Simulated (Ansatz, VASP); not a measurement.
**One calculation of Cd, two programs**

```
CELL_PARAMETERS angstrom
0.00000 2.25401 2.25401
2.25401 0.00000 2.25401
2.25401 2.25401 0.00000
ATOMIC_POSITIONS crystal
Cd 0.00000 0.00000 0.00000
```

Alike in both runs: task single point; functional PBE; k mesh 16 × 16 × 16; occupations gaussian, width 0.05 eV; no spin polarisation.

|  | VASP | Ansatz |
| --- | --- | --- |
| version | VASP 6.6.1 | Ansatz 0.2.0 |
| potentials or method | VASP PAW PBE potentials, release 64 (Cd) | scalar-relativistic, plane waves, PAW |
| plane-wave cutoff (eV) | 520 | 420 |
| valence electrons in the cell | 12 | 20 |

```tsv
	VASP	Ansatz	Ansatz less VASP
gap on the k mesh at the Fermi level (eV)	none	none	-
pressure (GPa)	0.3	0.0	-0.29
```

A gap of «none» marks a metal or a gap that the smearing closes. The functional is the same, so the differences come from potentials, cutoffs and numerics. The two sets of potentials don't hold the same shells in valence.
